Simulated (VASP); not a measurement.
# Se (P3_121) in VASP: single point with PBE

Aim: the single point of Se with PBE.

Everything below comes from runs of VASP 6.6.1. Logs are shortened: lines on timing, memory, paths and dates and some standing lists are left out, and cuts for length are marked.

### 1 The structure

The structure is trigonal, space group P3_121 (No. 152). The conventional cell has a = 4.483 Å, b = 4.483 Å, c = 5.067 Å, α = 90.00°, β = 90.00°, γ = 120.00°. Se (site symmetry 2) has 2 Se at 2.41 Å as nearest neighbours.

### 2 Single point, PBE, non-collinear spin, zero start, spin-orbit coupling

Input file INCAR:

```
PREC = Accurate
ENCUT = 520
EDIFF = 1E-7
ISMEAR = 0
SIGMA = 0.05
LREAL = F
LASPH = T
NELM = 150
ALGO = Fast
ISIF = 2
LWAVE = F
LCHARG = F
MAGMOM = 0 0 0 0 0 0 0 0 0
LORBIT = 11
LSORBIT = T
GGA_COMPAT = F
LORBMOM = T
GGA = PE
NBANDS = 31
```

Input file KPOINTS:

```
Automatic mesh
0
Gamma
  6 6 6
```

Input file POSCAR:

```
Se
1.0
    4.4832497987      0.0000000000      0.0000000000
   -2.2416248993      3.8826082172      0.0000000000
    0.0000000000      0.0000000000      5.0668551906
Se
3
Direct
    0.2206162174      0.0000000000      0.8333333333
    0.0000000000      0.2206162174      0.1666666667
    0.7793837826      0.7793837826      0.5000000000
```

Potentials or basis: VASP PAW PBE potentials, release 64 (Se).

The run is started by

```console
$ cat potpaw_PBE.64/Se/POTCAR > POTCAR
$ mpirun -np 1 vasp_ncl > vasp.out
```

OUTCAR:

```text
PREC = Accurate
   ENCUT = 520
   EDIFF = 1E-7
   ISMEAR = 0
   LREAL = F
   LASPH = T
   NELM = 150
   ISIF = 2
   LORBIT = 11
   LSORBIT = T
   GGA = PE

 ion  position               nearest neighbor table
   1  0.221  0.000  0.833-   3 2.41   2 2.41
   2  0.000  0.221  0.167-   3 2.41   1 2.41
   3  0.779  0.779  0.500-   2 2.41   1 2.41

  LATTYP: Found a hexagonal cell.
 ALAT       =     4.4832497987
 C/A-ratio  =     1.1301746318

  Lattice vectors:

 A1 = (   4.4832497987,   0.0000000000,   0.0000000000)
 A2 = (  -2.2416248993,   3.8826082172,   0.0000000000)
 A3 = (   0.0000000000,   0.0000000000,   5.0668551906)

Analysis of symmetry for initial positions (statically):
=====================================================================
 Subroutine PRICEL returns:
 Original cell was already a primitive cell.

 Routine SETGRP: Setting up the symmetry group for a
 hexagonal supercell.

 Subroutine GETGRP returns: Found  6 space group operations
 (whereof  2 operations were pure point group operations)
 out of a pool of 24 trial point group operations.

The static configuration has the point symmetry C_2 .
 The point group associated with its full space group is D_3 .

Analysis of symmetry for dynamics (positions and initial velocities):
=====================================================================
 Subroutine PRICEL returns:
 Original cell was already a primitive cell.

 Routine SETGRP: Setting up the symmetry group for a
 hexagonal supercell.

 Subroutine GETGRP returns: Found  6 space group operations
 (whereof  2 operations were pure point group operations)
 out of a pool of 24 trial point group operations.

The dynamic configuration has the point symmetry C_2 .
 The point group associated with its full space group is D_3 .

Analysis of structural, dynamic, and magnetic symmetry:
=====================================================================
 Subroutine PRICEL returns:
 Original cell was already a primitive cell.

 Routine SETGRP: Setting up the symmetry group for a
 hexagonal supercell.

 Subroutine GETGRP returns: Found  6 space group operations
 (whereof  2 operations were pure point group operations)
 out of a pool of 24 trial point group operations.

The overall configuration has the point symmetry C_2 .
 The point group associated with its full space group is D_3 .

 Subroutine INISYM returns: Found  6 space group operations
 (whereof  2 operations are pure point group operations),
 and found     1 'primitive' translations

----------------------------------------------------------------------------------------

                                     Primitive cell

  volume of cell :      88.1972

  direct lattice vectors                    reciprocal lattice vectors
     4.483249799  0.000000000  0.000000000     0.223052483  0.128779411  0.000000000
    -2.241624899  3.882608217  0.000000000     0.000000000  0.257558822  0.000000000
     0.000000000  0.000000000  5.066855191     0.000000000  0.000000000  0.197361078

  length of vectors
     4.483249799  4.483249799  5.066855191     0.257558822  0.257558822  0.197361078

  position of ions in fractional coordinates (direct lattice)
     0.220616217  0.000000000  0.833333333
     0.000000000  0.220616217  0.166666667
     0.779383783  0.779383783  0.500000000

  ion indices of the primitive-cell ions
   primitive index   ion index
                 1           1
                 2           2
                 3           3

----------------------------------------------------------------------------------------

 KPOINTS: Automatic mesh

Automatic generation of k-mesh.
 Grid dimensions read from file:
 generate k-points for:    6    6    6

 Generating k-lattice:

[... 102 lines left out ...]
 number of electron      17.9999999 magnetization      -0.0000000     -0.0000000      0.0000000

 number of electron      17.9999999 magnetization       0.0000000      0.0000000      0.0000000

 number of electron      17.9999999 magnetization       0.0000000      0.0000000     -0.0000000

 Free energy of the ion-electron system (eV)
  ---------------------------------------------------
  ext. energy  EPLUGINS =         0.00000000
  ---------------------------------------------------
  free energy    TOTEN  =       -10.57939664 eV

  energy without entropy =      -10.57939664  energy(sigma->0) =      -10.57939664

 E-fermi :   2.2421     XC(G=0):  -8.4948

 val. band max:        1.9558251174   @ k =   0.5000   0.0000   0.5000
 cond. band min:       2.8952569622   @ k =   0.3333   0.3333   0.5000
 fundamental gap:      0.9394318448
 Fermi energy:         2.2421019802

 k-point     1 :       0.0000    0.0000    0.0000
  band No.  band energies     occupation
      1     -13.4402      1.00000
      2     -13.4402      1.00000
      3      -9.6314      1.00000
      4      -9.6314      1.00000
      5      -9.6306      1.00000
      6      -9.6306      1.00000
[... 781 lines left out ...]
     29       9.7449      0.00000
     30       9.7783      0.00000

 [... further k-points ...]

 [bands above 30 left out]

------------------------ aborting loop because EDIFF is reached ----------------------------------------

  FORCE on cell =-STRESS in cart. coord.  units (eV):
  Direction    XX          YY          ZZ          XY          YZ          ZX
  --------------------------------------------------------------------------------------
  -------------------------------------------------------------------------------------
  Total        0.0825836      0.0825836      0.0208440      0.0000000      0.0000000      0.0000000
  in kB        1.5002013      1.5002013      0.3786490      0.0000000      0.0000000      0.0000000
  external PRESSURE =       1.1263505 kB  Pullay stress =       0.0000000 kB

 VOLUME and BASIS-vectors are now :
 -----------------------------------------------------------------------------
  energy-cutoff  :      520.00
  volume of cell :       88.20
      direct lattice vectors                 reciprocal lattice vectors
     4.483249799  0.000000000  0.000000000     0.223052483  0.128779411  0.000000000
    -2.241624899  3.882608217  0.000000000     0.000000000  0.257558822  0.000000000
     0.000000000  0.000000000  5.066855191     0.000000000  0.000000000  0.197361078

 POSITION                                       TOTAL-FORCE (eV/Angst)
 -----------------------------------------------------------------------------------
      0.98908      0.00000      4.22238         0.026974     -0.000000     -0.000000
     -0.49454      0.85657      0.84448        -0.013487      0.023360      0.000000
      1.74709      3.02604      2.53343        -0.013487     -0.023360      0.000000
 -----------------------------------------------------------------------------------
    total drift:                                0.000000      0.000001      0.000000

  FREE ENERGIE OF THE ION-ELECTRON SYSTEM (eV)
  ---------------------------------------------------
  free  energy   TOTEN  =       -10.5793966358 eV

  energy  without entropy=      -10.5793966358  energy(sigma->0) =      -10.57939664

 orbital moment (x)

 # of ion     p       d       tot
 ----------------------------------------
  1         0.000  -0.000  -0.000
  2        -0.000   0.000   0.000
  3        -0.000   0.000   0.000
 ----------------------------------------
           -0.000   0.000   0.000

 orbital moment (y)

 # of ion     p       d       tot
 ----------------------------------------
  1         0.000  -0.000  -0.000
  2         0.000  -0.000  -0.000
  3        -0.000   0.000   0.000
 ----------------------------------------
           -0.000  -0.000  -0.000

 orbital moment (z)

 # of ion     p       d       tot
 ----------------------------------------
  1         0.000   0.000   0.000
  2         0.000   0.000   0.000
  3         0.000   0.000   0.000
 ----------------------------------------
            0.000   0.000   0.000

 Spin-Orbit-Coupling matrix elements

 Ion:    1  E_soc:     -0.0463717
 l=   1
     0.0000000    -0.0081777    -0.0077600
    -0.0081777     0.0000000    -0.0072504
    -0.0077600    -0.0072504     0.0000000
 l=   2
     0.0000000    -0.0000003     0.0000000     0.0000025     0.0000026
    -0.0000003     0.0000000    -0.0000001    -0.0000005    -0.0000006
     0.0000000    -0.0000001     0.0000000    -0.0000033     0.0000000
     0.0000025    -0.0000005    -0.0000033     0.0000000     0.0000021
     0.0000026    -0.0000006     0.0000000     0.0000021     0.0000000
 l=   3
     0.0000000     0.0000000     0.0000000     0.0000000     0.0000000     0.0000000     0.0000000
     0.0000000     0.0000000     0.0000000     0.0000000     0.0000000     0.0000000     0.0000000
     0.0000000     0.0000000     0.0000000     0.0000000     0.0000000     0.0000000     0.0000000
     0.0000000     0.0000000     0.0000000     0.0000000     0.0000000     0.0000000     0.0000000
[... 29 lines left out ...]
 l=   2
     0.0000000     0.0000015     0.0000000     0.0000002     0.0000026
     0.0000015     0.0000000    -0.0000025    -0.0000005     0.0000017
     0.0000000    -0.0000025     0.0000000    -0.0000009     0.0000000
     0.0000002    -0.0000005    -0.0000009     0.0000000     0.0000003
     0.0000026     0.0000017     0.0000000     0.0000003     0.0000000
 l=   3
     0.0000000     0.0000000     0.0000000     0.0000000     0.0000000     0.0000000     0.0000000
     0.0000000     0.0000000     0.0000000     0.0000000     0.0000000     0.0000000     0.0000000
     0.0000000     0.0000000     0.0000000     0.0000000     0.0000000     0.0000000     0.0000000
     0.0000000     0.0000000     0.0000000     0.0000000     0.0000000     0.0000000     0.0000000
     0.0000000     0.0000000     0.0000000     0.0000000     0.0000000     0.0000000     0.0000000
     0.0000000     0.0000000     0.0000000     0.0000000     0.0000000     0.0000000     0.0000000
     0.0000000     0.0000000     0.0000000     0.0000000     0.0000000     0.0000000     0.0000000

 total charge

# of ion       s       p       d       tot
------------------------------------------
    1        1.511   2.165   0.051   3.727
    2        1.511   2.165   0.051   3.727
    3        1.511   2.165   0.051   3.727
--------------------------------------------------
tot          4.532   6.496   0.153  11.180

 magnetization (x)

# of ion       s       p       d       tot
------------------------------------------
    1       -0.000   0.000  -0.000  -0.000
    2        0.000  -0.000   0.000   0.000
    3        0.000  -0.000   0.000   0.000
--------------------------------------------------
tot         -0.000   0.000   0.000   0.000

 magnetization (y)

# of ion       s       p       d       tot
------------------------------------------
    1        0.000   0.000  -0.000   0.000
    2       -0.000   0.000  -0.000  -0.000
    3        0.000  -0.000   0.000   0.000
--------------------------------------------------
tot          0.000   0.000  -0.000   0.000

 magnetization (z)

# of ion       s       p       d       tot
------------------------------------------
    1        0.000   0.000   0.000   0.000
    2       -0.000   0.000   0.000   0.000
    3        0.000  -0.000   0.000   0.000
--------------------------------------------------
tot          0.000   0.000   0.000   0.000
```

It took 3.7 min on 1 thread of AMD EPYC 9R45 (Zen 5), shared host; peak memory 0.47 GiB.

Results:

```yaml
Free_energy: -10.5794 eV
Pressure: 0.1 GPa
Largest_force: 0.027 eV/Å
Net_moment: 0.00 μB per cell
Valence_electrons_inside_the_program's_atomic_spheres: Se 3.73
```

Forces in eV/Å, atoms in the order of the input:
```
Se   0.027  0.000  0.000
Se  -0.013  0.023  0.000
Se  -0.013 -0.023  0.000
```

Moments on the atoms (μB; x, y, z):
```
Se  0.00 0.00 0.00
Se  0.00 0.00 0.00
Se  0.00 0.00 0.00
```
